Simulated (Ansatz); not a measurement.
## A series in volume per atom on Al

All results are calculated (Ansatz 0.2.0 development build). Equation of state of a cubic crystal from periodic Kohn-Sham density functional theory without spin; pressure corrected for the finite basis.

Cell of the first row (space group Pm-3m, No. 221):
```
Al
1.0
      2.6666     0.0000     0.0000
      0.0000     2.6666     0.0000
      0.0000     0.0000     2.6666
Al
1
Direct
  0.00000 0.00000 0.00000
```

Settings of every row: formula Al; structure type simple cubic; functional PBE; spin treatment none; k mesh 40x40x40; occupation method fermi-dirac; occupation width 0.061225619 eV; wave cutoff 420 eV; datasets soft-1 PAW; density cutoff ratio 4.

Limits: a cubic model structure, not a phase known at ambient conditions.

| row | volume per atom (Å³) | energy above lowest point (meV/atom) | pressure (GPa) |
| --- | --- | --- | --- |
| 1 | 18.961 | 14.09 | 3.984 |
| 2 | 19.364 | 5.97 | 2.497 |
| 3 | 19.767 | ? | ? |
| 4 | 20.171 | 0 | -0.036 |
| 5 | 20.574 | 1.47 | -1.111 |
| 6 | 20.978 | 5.5 | -2.075 |
| 7 | 21.381 | 11.83 | -2.938 |

Question: what energy above lowest point and pressure should row 3 give?

Worked fit of energy above lowest point. Take u = (V_r/V)^(2/3) − 1 with V_r = 20.373 Å³ an atom, which is twice the finite (Eulerian) strain; such expansions in the strain, on which the Birch-Murnaghan equation of state is built, carry the rest volume and the bulk modulus. The shown rows have u = 0.04905, 0.03444, 0.00667, -0.00652, -0.01932, -0.03168. Least squares give energy above lowest point = 0.399 − 112.2 × u + 7898.7 × u² + 1619 × u³ meV/atom; a parabola predicts inner rows, each left out in turn, worse (root mean square 0.033 against 0.0054 meV/atom). All shown rows lie on it to the printed digit. Its lowest point lies at u = 0.0071, or V = 20.16 Å³ an atom, and the curvature there gives the bulk modulus at fixed shape and fractions, B = (4/9)(1 + u)² E″(u)/V = 56.8 GPa. The withheld row has u = 0.02034, so the fit gives 0.399 − 112.2 × (0.02034) + 7898.7 × (0.02034)² + 1619 × (0.02034)³ = 1.40 meV/atom.

The calculation gave 1.39 meV/atom. The fit lies 0.01 meV/atom (0.071 % of the column's range) above it, one unit of the last digit.

Worked fit of pressure. Take u = (V_r/V)^(2/3) − 1 with V_r = 20.373 Å³ an atom, which is twice the finite (Eulerian) strain; such expansions in the strain, on which the Birch-Murnaghan equation of state is built, carry the rest volume and the bulk modulus. The shown rows have u = 0.04905, 0.03444, 0.00667, -0.00652, -0.01932, -0.03168. Least squares give pressure = −0.5896 + 81.371 × u + 233.98 × u² + 164.3 × u³ GPa; a parabola predicts inner rows, each left out in turn, worse (root mean square 0.0033 against 0.00094 GPa). The rows lie off it by 0.000, 0.000, 0.000, -0.001, 0.001, 0.000. The pressure vanishes at u = 0.0071, or V = 20.16 Å³ an atom, and there the bulk modulus at fixed shape and fractions is B = −V dP/dV = (2/3)(1 + u) dP/du = 56.9 GPa. The withheld row has u = 0.02034, so the fit gives −0.5896 + 81.371 × (0.02034) + 233.98 × (0.02034)² + 164.3 × (0.02034)³ = 1.164 GPa.

The calculation gave 1.162 GPa. The fit lies 0.002 GPa (0.029 % of the column's range) above it; its largest miss of a shown row is 0.001 GPa.
